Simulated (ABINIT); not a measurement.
Here is an ABINIT 10.8.3 (patched build) calculation.

Contents of run.abi:

```
# Pseudopotentials
pp_dirpath "./"
pseudos "Ga.GGA_PBE-JTH.xml, N.GGA_PBE-JTH.xml"

# Structure
acell 3*1.0 Angstrom
rprim
     0.0000000000     2.2535006075     2.2535006075
     2.2535006075     0.0000000000     2.2535006075
     2.2535006075     2.2535006075     0.0000000000
ntypat 2
znucl 31 7
natom 2
typat 1 2
xred
     0.0000000000     0.0000000000     0.0000000000
     0.2500000000     0.2500000000     0.2500000000

# Plane-wave basis
ecut 680.284656 eV
pawecutdg 47.0

# k points
kptopt 1
ngkpt 6 6 6
nshiftk 1
shiftk 0.0 0.0 0.0

# Exchange and correlation
ixc 11

# Bands and occupations
nband 13
occopt 3
tsmear 0.05 eV

# SCF cycle
nstep 100
tolvrs 1.0e-9

# Output
iomode 3
prtwf 0
prtden 0
prteig 0
prtebands 0
```

Potentials or basis: JTH PAW PBE v2.0.

The run is started by

```bash
$ abinit run.abi > log 2>&1
```

Problem. What does it give for the band gap on the k mesh?

Solution. 1.71 eV, direct.

**The experiment to reproduce.**

From a printed reference work, textbook, for a bulk crystal of GaN at 0 K: band gap 3.299 eV (direct).

Against the measured gap of GaN, 3.299 eV (direct; 0 K; a printed reference work, textbook), the calculated 1.71 eV is off by -1.59 eV. Spin-orbit coupling on Ga is left out. The value is that of PBE, without temperature or zero-point motion. Semilocal functionals fall short of measured gaps as a rule. The cell is a database's relaxed one, not the measured one, which moves gaps too.
